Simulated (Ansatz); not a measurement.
SiC in the 4H polytype structure, relaxed with r2SCAN in the plane-wave code Ansatz: space group P6_3mc (No. 186), hexagonal; a = 3.078 Å, c = 10.077 Å in the conventional setting, 10.33 Å³ an atom. Si has 4 C at 1.88–1.89 Å; Si has 4 C at 1.89 Å; C has 4 Si at 1.89 Å; C has 4 Si at 1.88–1.89 Å. The primitive cell holds 8 atoms in 82.65 Å³. The values are computed, spin-unpolarised, and not measurements.

Computed values: PBE gives a gap of 2.23 eV and PBE0 (25 % exact exchange) 3.87 eV; one over PBE's mean ε∞ is 0.141. HSE06 (6×6×2) gives a least gap of 3.14 eV and a least direct gap of 4.37 eV.

(1) What is the density?

(2) Taking the gap as linear in the share of unscreened exchange, estimate the gap of the hybrid whose share is 1/ε∞.

(3) At what wavelength does absorption set in by HSE06, excitons left aside?

Results:

(1) The cell holds 4 Si, 4 C: M = 4×28.085 + 4×12.011 = 160.38 u in V = 82.65 Å³. ρ = 1.66054 × M/V = 1.66054 × 160.38/82.65 = 3.222 g/cm³, for the static r2SCAN lattice.

(2) The slope is (3.87 − 2.23)/0.25 = 6.56 eV per unit share, so E_g ≈ 2.23 + 6.56 × 0.141 = 3.15 eV. The run with that share gives 3.14 eV (6×6×2 mesh), -0.01 eV from the straight line.

(3) λ = 1239.84 eV nm/E: 395 nm for the least gap, where it needs phonons and is weak, and 284 nm for direct transitions.

The meshes of the hybrids are coarse, so their gaps aren't converged to the digits shown.
